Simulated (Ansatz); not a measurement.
# Random wurtzite alloy of AlN and GaN (72 atoms): support functions against a reference, part 2 of 2

Aim: test how closely localised support functions follow the reference on random wurtzite alloy of AlN and GaN (72 atoms), and at what cost. A setting counts as converged where the r.m.s. difference of forces stays under 1 % of the r.m.s. force.

Ansatz 0.2.0; Kohn-Sham DFT, PBE, PAW (set soft_2), plane waves.

The cell: 32 Al, 36 N and 4 Ga. The host structure and its lattice constant were typed by rule, without a check against the phase diagram. Only the Γ point is sampled, in a cell whose shortest periodic width is 8 Å.

So far. Step 4 (Support functions medium): Forces differ from the reference by 0.61 meV/Å r.m.s., 0.11 % of their size, well within a tolerance of 1 %; the energy by -3.1 meV/atom. It took roughly 9.7 times the reference's time (one timing each, with unlike analyses asked), in 12 cycles against 8. Step 6 (Support functions medium, radius 3.36 Å): Forces differ from the reference by 0.69 meV/Å r.m.s., 0.13 % of their size, well within a tolerance of 1 %; the energy by -3.1 meV/atom.

## 7. Support functions medium, radius 3.6 Å

Level of this step: Kohn-Sham DFT, PBE, PAW (set soft_2), localised support functions (medium) (Ansatz).

The radius confines each support function; a larger one gives more freedom and more work per atom.

input.yaml reads:

```yaml
crystal:
  lattice:
    - [9.3618, 0.0, 0.0]
    - [-4.6809, 8.10756, 0.0]
    - [0.0, 0.0, 10.0092]
  atoms:
    [... the 72 atom lines of step 2 ...]
kpoints:
  mp_grid: { grid: [1, 1, 1] }
hamiltonian:
  xc: pbe
scf:
  occupations: { method: fixed }
  eigensolver: { kind: { support_functions: { accuracy: medium, radius: 3.6 } } }
  max_iter: 150
output:
  forces: true
  eigenvalues: true
```

Started as:

```console
$ ansatz run input.yaml --threads 4 --pin off --max-ram 8192MiB --backend cpu --events-out ev --progress --plain --runs-dir out
```

Log:

```text
[...]
Crystal: 72 atoms, lattice volume = 759.712 Å³
Basis set: ecut = 420 eV, 14817 PW (Γ), exchange–correlation on 128×128×144 points (8 copies of the dense FFT grid, shifted against one another)
Bands: 197, of which v1, the nominal top of the filled ones, is band 164 counted from 1 (163 counted from 0)
Symmetry: 1 space group operations
k-points: 1
[...]
SCF iter   1: F=—  HF=-46252.882437 eV  |F-HF|=—  |Δ(HF+E_count)|=         —  Δρ=1.38e-1  dr2=1.68e2  ethr=1.00e-1
[...]
SCF iter  11: F=—  HF=-46242.832812 eV  |F-HF|=—  |Δ(HF+E_count)|=   7.31e-4  Δρ=1.70e-5  dr2=1.54e-6  ethr=7.47e-9  κ⁻¹=1.9e-6(r=7)
SCF iter  12: F=-46242.833377 eV  HF=-46242.833378 eV  |F-HF|=6.83e-7  |Δ(HF+E_count)|=   5.65e-4  Δρ=1.13e-5  dr2=9.11e-7  ethr=4.70e-10
SCF 1 converged in 12 iterations: F = -46242.838179 eV  dr2 = 9.11e-7
[...]
SCF converged after 12 iterations
[...]
Free energy (F): -46242.838179 eV
[...]
Internal energy: -46242.838179 eV  (E = F + TS)
E sigma→0 (E₀):  -46242.838179 eV
Fermi energy:    7.563936 eV
[...]
Σ components = -46242.838179   (vs F -46242.838179, Δ=0.00e0)
--- Forces (eV/Å), atoms counted from 1 ---
  atom   1  Al     0.25686347     0.04380489    -0.33367995
  atom   2  N      0.47738045     0.10835530    -0.26008255
  atom   3  Al    -0.15233112     0.23893038     0.47808730
  atom   4  N      1.61484728     0.59418012     0.50709508
[...]
atom  72  N      0.85954370     0.61249484     0.26001011
  max |Σ_I F_I| component: 1.57e-2 eV/Å
--- Band table (eV) ---
[...]
```

Elapsed: 86 s, on 4 threads of Arm Neoverse V1, shared host; peak memory 2.6 GiB.

Keys that differ from the reference: support_functions.accuracy = "medium", support_functions.radius = 3.6 and scf.max_iter = 150.

Forces differ from the reference by 0.54 meV/Å r.m.s., 0.098 % of their size, well within a tolerance of 1 %; the energy by -3.1 meV/atom. It took roughly 11 times the reference's time (one timing each, with unlike analyses asked), in 12 cycles against 8.

## 8. With hamiltonian.xc = "revpbe"

This functional strengthens the gradient correction of exchange, which tends to weaken binding against PBE. Changed here: hamiltonian.xc = "revpbe".

This step: Kohn-Sham DFT, revPBE, PAW (set soft_2), plane waves (Ansatz 0.2.0).

input.yaml, the sections that differ from step 7:

```yaml
hamiltonian:
  xc: revpbe
scf:
  occupations: { method: fixed }
output:
  forces: true
  stress: true
  populations: intrinsic
  dos:
    method: { smearing: { sigma: 0.08 } }
    de: 0.1
    projected: { site_lists: { Al: [Al], Ga: [Ga], "N": ["N"] } }
  eigenvalues: true
# crystal, kpoints: as in step 7
```

Log:

```text
[...]
Crystal: 72 atoms, lattice volume = 759.712 Å³
Basis set: ecut = 420 eV, 14817 PW (Γ), exchange–correlation on 128×128×144 points (8 copies of the dense FFT grid, shifted against one another)
Bands: 236, of which v1, the nominal top of the filled ones, is band 164 counted from 1 (163 counted from 0)
Symmetry: 1 space group operations
[...]
k-points: 1
[...]
SCF iter   1: F=—  HF=-46363.367069 eV  |F-HF|=—  |Δ(HF+E_count)|=         —  Δρ=5.07e-3  dr2=2.17e-1  ethr=1.77e-3  ⟨swp⟩=5.0  Hψ=862  notcnv=0  defer=69
[...]
SCF iter   7: F=—  HF=-46363.312757 eV  |F-HF|=—  |Δ(HF+E_count)|=   3.81e-6  Δρ=1.06e-5  dr2=8.87e-7  ethr=2.67e-9  ⟨swp⟩=2.0  Hψ=336  notcnv=0  defer=64
SCF iter   8: F=-46363.312757 eV  HF=-46363.312757 eV  |F-HF|=4.76e-9  |Δ(HF+E_count)|=   5.78e-7  Δρ=2.48e-6  dr2=4.84e-8  ethr=3.05e-11  ⟨swp⟩=19.0  Hψ=1718  notcnv=0
SCF 1 converged in 8 iterations: F = -46363.312757 eV  dr2 = 4.84e-8
[...]
SCF converged after 8 iterations
Free energy (F): -46363.312757 eV
[...]
Internal energy: -46363.312757 eV  (E = F + TS)
E sigma→0 (E₀):  -46363.312757 eV
Fermi energy:    7.660309 eV
[...]
Σ components = -46363.312757   (vs F -46363.312757, Δ=0.00e0)
--- Forces (eV/Å), atoms counted from 1 ---
  atom   1  Al     0.26608882     0.04428597    -0.33413962
  atom   2  N      0.48035551     0.11338213    -0.27169683
  atom   3  Al    -0.14617693     0.24483878     0.48550773
  atom   4  N      1.63651684     0.60957042     0.51260313
[...]
atom  72  N      0.87335976     0.62504194     0.26503243
  max |Σ_I F_I| component: 5.04e-4 eV/Å
--- Stress (GPa, compression-positive) ---
        7.851254       0.160999       0.221231
        0.160998       7.940840      -0.265355
        0.221227      -0.265357       6.453911
  P = ⅓ Tr σ = 7.4153 GPa (74.153 kbar)
--- Band table (eV) ---
[...]
--- intrinsic populations: 72 sites ---
  site symbol       q [e]
     0     Al      1.8875
     1      N      6.1077
     2     Al      1.8795
[...]
71      N      6.1182
  spilling = 0.000000 (of n_electrons = 328.000000)
```

The job ended after 7.1 s (4 threads; peak memory 0.91 GiB).

Forces differ from the reference by 9.9 meV/Å r.m.s., 1.8 % of their size; the pressure by +2.8 GPa and the gap by +0.026 eV.

## 9. What each setting buys

Each row is set against the plane-wave reference (Kohn-Sham DFT, PBE, PAW (set soft_2), plane waves; r.m.s. force component 0.544 eV/Å). Energies are set beside the reference only for runs with its functional, potentials and electron count. Times are for 4 threads of Arm Neoverse V1, shared host. The reference's time includes the DOS, the stress and grids, which some other runs skip.

| run | Δ force, r.m.s. (meV/Å) | share of r.m.s. force (%) | Δ energy (meV/atom) | Δ pressure (GPa) | Δ gap (eV) | cycles | time | host memory (GiB) |
| --- | --- | --- | --- | --- | --- | --- | --- | --- |
| reference | - | - | - | - | - | 8 | 8 s | 0.90 |
| support functions low | 0.78 | 0.143 | -3.10 | - | 0.001 | 11 | 72 s | 2.4 |
| support functions medium | 0.613 | 0.113 | -3.10 | - | 0.0011 | 12 | 78 s | 2.4 |
| support functions medium, radius 3.36 Å | 0.691 | 0.127 | -3.10 | - | 0.0011 | 12 | 72 s | 2.3 |
| support functions medium, radius 3.6 Å | 0.535 | 0.0983 | -3.10 | - | 0.0011 | 12 | 86 s | 2.6 |
| hamiltonian.xc = "revpbe" | 9.89 | 1.82 | - | 2.82 | 0.0258 | 8 | 7.1 s | 0.91 |

## 10. What the reference run shows

With the settings judged, the reference run is read for its physics.

Length of the force by element and coordination:

| element | coordination | atoms | mean length of the force (eV/Å) | spread | least | most |
| --- | --- | --- | --- | --- | --- | --- |
| Al | all | 32 | 0.715 | 0.351 | 0.150 | 1.67 |
| Ga | all | 4 | 0.647 | 0.323 | 0.235 | 1.04 |
| N | all | 36 | 0.953 | 0.498 | 0.231 | 2.05 |

Löwdin charges by element and coordination (they lack the spilled electrons, 0.031 e an atom on average):

| element | coordination | atoms | mean charge (e) | spread | least | most |
| --- | --- | --- | --- | --- | --- | --- |
| Al | all | 32 | 1.11 | 0.0067 | 1.10 | 1.13 |
| Ga | all | 4 | 0.774 | 0.0048 | 0.768 | 0.779 |
| N | all | 36 | -1.01 | 0.0398 | -1.06 | -0.908 |

Charge against the make-up of the first shell:

| Ga neighbours of N | atoms | mean charge (e) |
| --- | --- | --- |
| 0 | 22 | -1.04 |
| 1 | 12 | -0.976 |
| 2 | 2 | -0.913 |

Density of states as counts of states in windows of 1 eV (from the Fermi level), total and the larger projections:

| from (eV) | to (eV) | total | N p | Al p | Al s | N s | Ga d |
| --- | --- | --- | --- | --- | --- | --- | --- |
| -14 | -13 | 36.6 | 0.4 | 7.8 | 2.1 | 18.9 | 6.5 |
| -13 | -12 | 38.7 | 0.4 | 4.2 | 0.6 | 11.5 | 21.7 |
| -12 | -11 | 16.2 | 0.3 | 1.5 | 0.3 | 5.3 | 8.1 |
| -11 | -7 | 0.0 | 0.0 | 0.0 | 0.0 | 0.0 | 0.0 |
| -7 | -6 | 2.0 | 1.1 | 0.4 | 0.2 | 0.0 | 0.0 |
| -6 | -5 | 11.3 | 6.9 | 1.1 | 1.0 | 0.5 | 0.0 |
| -5 | -4 | 53.1 | 34.0 | 8.4 | 6.9 | 2.1 | 0.1 |
| -4 | -3 | 27.6 | 19.0 | 3.3 | 2.7 | 1.7 | 0.1 |
| -3 | -2 | 15.5 | 12.2 | 2.4 | 0.4 | 0.0 | 0.0 |
| -2 | -1 | 61.1 | 50.9 | 7.4 | 0.6 | 0.4 | 0.2 |
| -1 | 0 | 44.1 | 40.0 | 2.5 | 0.2 | 0.0 | 0.2 |
| 0 | 1 | 1.3 | 1.2 | 0.0 | 0.0 | 0.0 | 0.0 |
| 1 | 3 | 0.0 | 0.0 | 0.0 | 0.0 | 0.0 | 0.0 |
| 3 | 4 | 2.0 | 0.0 | 0.0 | 0.8 | 0.9 | 0.0 |
| 4 | 5 | 2.7 | 0.2 | 1.6 | 0.0 | 0.0 | 0.0 |

With fixed occupations the program's Fermi level is the highest filled level; weight inside the gap is the broadening of levels at its edges.

Between -16 and -14 eV lie 20 more states.

The levels nearest the highest filled one (over half full), pooled over k-points and spins:

| level less the highest filled one (eV) | occupation |
| --- | --- |
| -0.497 | 2 |
| -0.472 | 2 |
| -0.445 | 2 |
| -0.181 | 2 |
| -0.137 | 2 |
| 0 | 2 |
| 3.84 | 0 |
| 4.90 | 0 |
| 4.99 | 0 |
| 5.50 | 0 |
| 5.54 | 0 |
| 5.58 | 0 |

Valence density in the ac plane at fractional y = 0.000, with atoms of Al and N and Ga within 0.2 Å of it. It is the smooth field of the valence electrons, not physical close to the nuclei.

Ten steps, logarithmic in the rise over the least value, from '0' (0 e/Å³) to '9' (35 e/Å³), each cell a mean:
```
00000000000000015863100000
11000001110000012321000001
22100012331000012321000012
43200013443100024442100124
54210024553211124543100134
43210013432111123432100123
11100001111111111111000011
00000000000000000000000000
00000000000000000000000000
00011100000111100000111100
00111110000111110000111100
00011110000111100000111100
00000000000000000000000000
10000001110000001110000001
22100012221000012321000012
43100013443100024442100134
54210124553100124543111135
43100013432100123432111124
11100001111000001111011111
00000000000000000000000000
00000000000000000000000000
00011100000111111111111100
00111110000111113542122110
00011110000111127983111100
```
Columns run along a (9.4 Å), rows up along c (10.0 Å). Atoms in or near the plane, at fractional coordinates: Al at (0.00, 0.00), N at (0.00, 0.31), Al at (0.00, 0.50), N at (0.00, 0.81), Al at (0.34, 0.00), N at (0.33, 0.31), Al at (0.33, 0.50), N at (0.33, 0.81), Ga at (0.67, 0.00), N at (0.67, 0.31), Al at (0.67, 0.50), N at (0.67, 0.81).

Electrostatic potential energy in the ac plane at fractional y = 0.000, with atoms of Al and N and Ga within 0.2 Å of it. With pseudopotentials it is smooth inside the atoms' cores, unlike the true potential.

Ten even steps from '0' (-42 eV) to '9' (11 eV), each cell a mean:
```
86799976776799965556899867
67899997667999986668999987
78999998779999998789999998
14999995116999993138999972
02898883005988881006988960
36887787448877885358877884
99987899999977899999878899
99999999999999999999999999
99999999999999999999999999
78999998778999998778999998
66899986666899976767999976
87799976886799867876899868
86799976776899977876899867
67899997777999987778999987
78999999779999998789999998
15999995116999994127999972
03888883005988982006988950
36887897348987896358877873
99987899999988899999888999
99999999999999999999999999
99999999999999999999999999
78999998778999998778999987
66799986666899975556899876
87799976886799965555899868
```
Columns run along a (9.4 Å; values clipped at the 3rd and 97th percentile), rows up along c (10.0 Å). Atoms in or near the plane, at fractional coordinates: Al at (0.00, 0.00), N at (0.00, 0.31), Al at (0.00, 0.50), N at (0.00, 0.81), Al at (0.34, 0.00), N at (0.33, 0.31), Al at (0.33, 0.50), N at (0.33, 0.81), Ga at (0.67, 0.00), N at (0.67, 0.31), Al at (0.67, 0.50), N at (0.67, 0.81).

Mean Löwdin charges: Al +1.11, Ga +0.77, N -1.01 e (they miss 0.68 % of the electrons, so they add up to more than the cell's charge). The charge on N changes by +0.066 e for each Ga neighbour that takes the place of another kind, on average.

## 11. Structure statistics

Bonds and neighbours are counted at the geometry of the runs.

Density 3.60 g/cm³, 10.55 Å³ an atom.

g(r), total and by pair (bins of 0.2 Å):

| r (Å) | total | N-N | N-Al | N-Ga | Al-Al | Al-Ga | Ga-Ga |
| --- | --- | --- | --- | --- | --- | --- | --- |
| 1.80 | 2.37 | 0.00 | 4.58 | 5.95 | 0.00 | 0.00 | 0.00 |
| 2.00 | 2.29 | 0.00 | 4.74 | 3.37 | 0.00 | 0.00 | 0.00 |
| 2.20 | 0.00 | 0.00 | 0.00 | 0.00 | 0.00 | 0.00 | 0.00 |
| 2.40 | 0.00 | 0.00 | 0.00 | 0.00 | 0.00 | 0.00 | 0.00 |
| 2.60 | 0.00 | 0.00 | 0.00 | 0.00 | 0.00 | 0.00 | 0.00 |
| 2.80 | 0.00 | 0.00 | 0.00 | 0.00 | 0.00 | 0.00 | 0.00 |
| 3.00 | 2.77 | 4.96 | 0.47 | 0.44 | 5.35 | 4.79 | 4.00 |
| 3.20 | 2.90 | 5.50 | 0.40 | 0.42 | 5.11 | 6.05 | 3.87 |
| 3.40 | 0.00 | 0.00 | 0.00 | 0.00 | 0.00 | 0.00 | 0.00 |
| 3.60 | 2.63 | 0.00 | 5.20 | 5.70 | 0.00 | 0.00 | 0.00 |
| 3.80 | 0.20 | 0.00 | 0.45 | 0.00 | 0.00 | 0.00 | 0.00 |
| 4.00 | 0.00 | 0.00 | 0.00 | 0.00 | 0.00 | 0.00 | 0.00 |
| 4.20 | 0.00 | 0.00 | 0.00 | 0.00 | 0.00 | 0.00 | 0.00 |
| 4.40 | 2.62 | 2.62 | 2.60 | 2.59 | 2.61 | 2.69 | 1.93 |
| 4.60 | 0.00 | 0.00 | 0.00 | 0.00 | 0.00 | 0.00 | 0.00 |
| 4.80 | 1.65 | 0.00 | 3.29 | 3.29 | 0.00 | 0.00 | 0.00 |
| 5.00 | 0.33 | 0.67 | 0.00 | 0.00 | 0.66 | 0.76 | 0.00 |
| 5.20 | 0.01 | 0.00 | 0.00 | 0.00 | 0.04 | 0.00 | 0.00 |
| 5.40 | 2.59 | 5.20 | 0.00 | 0.00 | 5.12 | 5.53 | 2.62 |
| 5.60 | 0.33 | 0.00 | 0.64 | 0.79 | 0.00 | 0.00 | 0.00 |
| 5.80 | 1.87 | 1.48 | 2.22 | 2.08 | 1.63 | 1.30 | 3.31 |
| 6.00 | 0.78 | 1.42 | 0.18 | 0.18 | 1.29 | 1.41 | 1.07 |
| 6.20 | 1.28 | 1.27 | 1.30 | 1.29 | 1.23 | 1.45 | 0.00 |
| 6.40 | 0.61 | 0.02 | 1.19 | 1.21 | 0.04 | 0.00 | 0.00 |
| 6.60 | 1.45 | 0.00 | 2.90 | 2.88 | 0.00 | 0.00 | 0.00 |
| 6.80 | 0.08 | 0.02 | 0.12 | 0.14 | 0.04 | 0.10 | 0.00 |
| 7.00 | 1.59 | 2.06 | 1.13 | 1.12 | 2.03 | 2.05 | 1.57 |
| 7.20 | 0.26 | 0.00 | 0.51 | 0.48 | 0.04 | 0.00 | 0.00 |

Bonds by pair of elements; cutoffs follow the first minimum of g(r), held within bounds set by covalent radii, and pairs that aren't listed don't count as bonded:

| pair A-B | cutoff (Å) | bonds | mean length (Å) | spread (Å) | shortest (Å) | B about A | A about B |
| --- | --- | --- | --- | --- | --- | --- | --- |
| N-Al | 2.33 | 128 | 1.90 | 0.026 | 1.82 | 3.56 | 4 |
| N-Ga | 2.33 | 16 | 1.90 | 0.024 | 1.86 | 0.444 | 4 |

How many atoms have how many bonded neighbours:

| element | mean | 4 |
| --- | --- | --- |
| Al | 4 | 32 |
| Ga | 4 | 4 |
| N | 4 | 36 |

Rings of the network by King's shortest-path rule, up to 12 atoms, one path for each pair of neighbours; H, halogens, alkali and alkaline-earth atoms are left out:

| ring size (atoms) | rings | per network atom |
| --- | --- | --- |
| 6 | 142 | 1.97 |

By these cutoffs all Al atoms have 4, all Ga atoms have 4 and all N atoms have 4 bonded neighbours. All rings counted have 6 atoms.

A closer look about N66, which bears the longest force: 18 atoms, nearest first, numbered in the order of the input, with positions taken from that point.

| atom | x | y | z | distance (Å) | bonds | Löwdin charge (e) | Fx | Fy | Fz (eV/Å) |
| --- | --- | --- | --- | --- | --- | --- | --- | --- | --- |
| N66 | 0.00 | 0.00 | 0.00 | 0.00 | 4 | -0.91 | 1.06 | -1.55 | -0.81 |
| Ga49 | -1.54 | 0.87 | -0.57 | 1.86 | 4 | 0.78 | -0.68 | -0.46 | -0.26 |
| Al1 | 1.56 | 0.86 | -0.58 | 1.88 | 4 | 1.11 | 0.26 | 0.04 | -0.33 |
| Ga67 | -0.01 | -0.08 | 1.91 | 1.91 | 4 | 0.78 | -0.16 | 0.07 | 0.16 |
| Al65 | -0.01 | -1.86 | -0.58 | 1.95 | 4 | 1.11 | 0.13 | 0.55 | 0.00 |
| N4 | 1.52 | 0.85 | 2.49 | 3.04 | 4 | -0.98 | 1.61 | 0.59 | 0.51 |
| N52 | -1.54 | 0.83 | 2.52 | 3.07 | 4 | -0.96 | -1.58 | 0.91 | 0.16 |
| N56 | -1.56 | 0.87 | -2.50 | 3.07 | 4 | -0.92 | 1.01 | -0.17 | -0.59 |
| N2 | 1.54 | 2.67 | 0.01 | 3.08 | 4 | -1.04 | 0.48 | 0.11 | -0.26 |
| N50 | -1.55 | 2.67 | -0.03 | 3.08 | 4 | -0.98 | -0.45 | 0.99 | 0.82 |
| N8 | 1.56 | 0.88 | -2.51 | 3.08 | 4 | -1.03 | -0.18 | -0.51 | 0.04 |
| Al71 | -0.01 | -0.05 | -3.11 | 3.11 | 4 | 1.10 | 0.50 | 0.12 | -0.04 |
| N72 | -0.02 | -1.87 | -2.50 | 3.12 | 4 | -1.05 | 0.86 | 0.61 | 0.26 |
| N18 | 3.12 | -0.07 | -0.02 | 3.12 | 4 | -1.03 | 0.01 | 0.22 | 0.34 |
| N68 | 0.02 | -1.87 | 2.50 | 3.12 | 4 | -0.97 | -0.31 | -1.40 | 0.46 |
| N42 | -3.12 | -0.06 | 0.05 | 3.13 | 4 | -0.98 | -0.56 | -0.42 | -0.63 |
| N34 | -1.56 | -2.74 | 0.02 | 3.15 | 4 | -1.04 | -0.18 | -0.48 | -0.44 |
| N58 | 1.55 | -2.76 | 0.03 | 3.16 | 4 | -1.05 | -0.18 | -0.15 | -0.76 |

## 12. Summary of results

```yaml
free_energy_per_atom: -642.2585 eV/atom
density: 3.599 g/cm³
pressure: 4.597 GPa
r_m_s_force_component: 0.5441 eV/Å
spacing_of_highest_filled_and_lowest_empty_level: 3.837 eV
wall_time_of_the_6_dft_runs: 5.4 min
```

Against plane waves at 420 eV, the forces differ by 0.61 meV/Å (0.11 %) with support functions medium, and by 0.54 meV/Å in the closest run (support functions medium, radius 3.6 Å). At 72 atoms the fastest of the runs at a preset level, support functions low, takes roughly 9.0 times the time of plane waves (whose run also made extra analyses), in 11 SCF cycles against 8. Differences between support functions and plane waves include what basis error the plane-wave run still has.

The highest filled and lowest empty levels differ by 3.84 eV at Γ alone; the mesh holds the band edges only if they fold onto it, so the gap at this level can be narrower or closed, while semilocal functionals tend to narrow gaps against experiment. Counting bonds as in the table, all Al atoms have 4, all Ga atoms have 4 and all N atoms have 4 bonded neighbours.

**Limits.** The geometry was built by rule, was displaced at random and isn't relaxed at this level: its force components are 0.54 eV/Å r.m.s. The pressure of 4.6 GPa belongs to unrelaxed atoms and would change as they relax.

[Long decimals in the printed logs are rounded to 6 places.]

[Logs are printed without paths, hosts, clocks, repeated set-up lines and the standing remarks that a program may print on its own settings, such as how far it seeks lower states.]

[Hosts, paths, dates, database ids (printed as entryN), source tags and the programs' standing remarks are cut or masked in the printed files.]
